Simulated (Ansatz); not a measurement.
## HfB₂: the change of pressure with volume per atom

All results are calculated (Ansatz 0.2.0). Periodic Kohn-Sham DFT of a crystal at fixed atoms; pressure and stress are positive in compression; the energy is the free energy less that of spherical unpolarised free atoms; site moments are those in the method's own spheres, positive along +z.

Cell of the first row (space group P6/mmm, No. 191):
```
cell vectors (Å)
   3.0759     0.0000     0.0000
  -1.5380     2.6638     0.0000
   0.0000     0.0000     3.4090
atoms (fractions of the cell vectors)
Hf  0.00000  0.00000  0.00000
B   0.33333  0.66667  0.50000
B   0.66667  0.33333  0.50000
```

Settings of every row: method frozen-core PAW; functional PBE; relativity scalar; k mesh 13x13x11; filling fermi-dirac; smearing width 0.05 eV; wave cutoff 420 eV; paw set soft_2.

Atom start moment: 0 on all atoms.

Limits: no spin-orbit coupling on heavy atoms.

| row | volume per atom (Å³) | pressure (GPa) |
| --- | --- | --- |
| 1 | 9.311 | 19.108 |
| 2 | 9.509 | 12.601 |
| 3 | 9.707 | 6.7 |
| 4 | 9.806 | 3.957 |
| 5 | 9.905 | ? |
| 6 | 10.004 | -1.147 |
| 7 | 10.103 | -3.52 |
| 8 | 10.301 | -7.936 |
| 9 | 10.499 | -11.944 |

Question: what pressure should row 5 give?

Worked fit of pressure. Take u = (V_r/V)^(2/3) − 1 with V_r = 9.905 Å³ an atom, which is twice the finite (Eulerian) strain; such expansions in the strain, on which the Birch-Murnaghan equation of state is built, carry the rest volume and the bulk modulus. The shown rows have u = 0.04209, 0.02757, 0.01355, 0.00672, -0.00661, -0.01311, -0.0258, -0.03808. Least squares give pressure = 1.3438 + 382.824 × u + 909.87 × u² + 527 × u³ GPa; a parabola predicts inner rows, each left out in turn, worse (root mean square 0.0086 against 0.00061 GPa). The rows lie off it by 0.000, 0.000, 0.001, -0.001, 0.000, 0.000, 0.000, 0.000. The pressure vanishes at u = -0.0035, or V = 9.958 Å³ an atom, and there the bulk modulus at fixed shape and fractions is B = −V dP/dV = (2/3)(1 + u) dP/du = 250 GPa. Letting shape and atoms relax would as a rule lower it, by much in layered, chain or molecular crystals. The withheld row has u = 0, so the fit gives 1.3438 + 382.824 × (0) + 909.87 × (0)² + 527 × (0)³ = 1.344 GPa.

The calculation gave 1.343 GPa. The fit lies 0.001 GPa (0.0032 % of the column's range) above it, one unit of the last digit.
